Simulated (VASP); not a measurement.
The system is BaF2 (Frankdicksonite).

```xyz
3
Lattice="0.0000 3.1000 3.1000 3.1000 0.0000 3.1000 3.1000 3.1000 0.0000" Properties=species:S:1:pos:R:3 pbc="T T T"
Ba    0.0000    0.0000    0.0000
F     1.5500    1.5500    1.5500
F     4.6501    4.6501    4.6501
```

```yaml
Program: VASP 6.6.1
Task: relaxation of cell and atoms
Functional: PBE
Potentials_or_basis: VASP PAW PBE potentials, release 64 (Ba_sv, F)
Cutoff: 600 eV
k_mesh: 8 × 8 × 8
Occupations: gaussian, width 0.03 eV
Spin: no spin polarisation
```

At the start: pressure 2.3 GPa; volume 19.86 Å³/atom.

How do energy, volume and symmetry change on relaxing?

Over 3 steps the energy falls by 5.4 meV/atom and the volume is 20.65 Å³/atom (+4.0 %); space group Fm-3m (No. 225, to 0.05 Å).

Step by step:
| step | energy change (eV) | largest force (eV/Å) | pressure (GPa) | volume (Å³) |
| --- | --- | --- | --- | --- |
| 1 | 0.0000 | 0.0000 | 2.30 | 59.58 |
| 2 | -0.0162 | 0.0000 | -0.10 | 62.07 |
| 3 | -0.0162 | 0.0000 | 0.00 | 61.95 |

Final structure:
```
Ba F
1.0
     0.00000    3.14062    3.14062
     3.14062    0.00000    3.14062
     3.14062    3.14062    0.00000
Ba F
1 2
Direct
  0.00000 0.00000 0.00000
  0.25000 0.25000 0.25000
  0.75000 0.75000 0.75000
```
